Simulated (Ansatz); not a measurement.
## Stress against strain in SnSe

```yaml
crystal:
  lattice:
    - [0.00000, 3.01000, 3.01000]
    - [3.01000, 0.00000, 3.01000]
    - [3.01000, 3.01000, 0.00000]
  atoms:
    - { symbol: Sn, position: [0.00000, 0.00000, 0.00000] }
    - { symbol: Se, position: [0.50000, 0.50000, 0.50000] }
```

Atoms are numbered in the order listed.

The cell is COD entry 9008725, as deposited and not checked against the literature; nothing was relaxed.

Spin–orbit coupling is left out, though it moves levels of the heavy atoms by tenths of an eV or more.

All numbers below come from Ansatz 0.2.0, DFT, PBE, all-electron LAPW, scalar-relativistic.

Sampling and basis: a Γ-centred 9×9×9 k mesh, Fermi–Dirac smearing of 0.02 eV, basis error target 0.25 meV/atom, no spin polarisation.

The strain is applied along the Cartesian axes of the cell as listed (the other components stay zero). Fractional coordinates are held (clamped ions).

σ is the change of stress from the unstrained cell, which is at 1.03 GPa; tension is positive, so slopes are stress–strain coefficients at that pressure.

Only quantities that a quadratic follows smoothly over the whole series are listed; rougher ones are left out.

```tsv
εzz	σzz (GPa)	σxx (GPa)
-0.0300	-4.85	-0.37
-0.0200	-3.04	-0.25
-0.0100	-1.43	-0.12
0.0000	0.00	0.00
0.0200	2.37	0.24
0.0300	3.34	0.37
```

(1) Fit the series and read off the stiffness at zero strain.

(2) One run, at εzz = 0.0100, is withheld. Predict its row.

## Answers

(1) Least-squares fits y = p0 + p1 x + p2 x² to the rows give σzz (GPa): p1 = 136, p2 = -850; σxx (GPa): p1 = 12.3, p2 = -0.71. So C11 = 136 GPa and C12 = 12 GPa, which gives B = (C11 + 2 C12)/3 = 53 GPa.

(2) The fits give 1.28, 0.12; the run gave 1.26, 0.12.
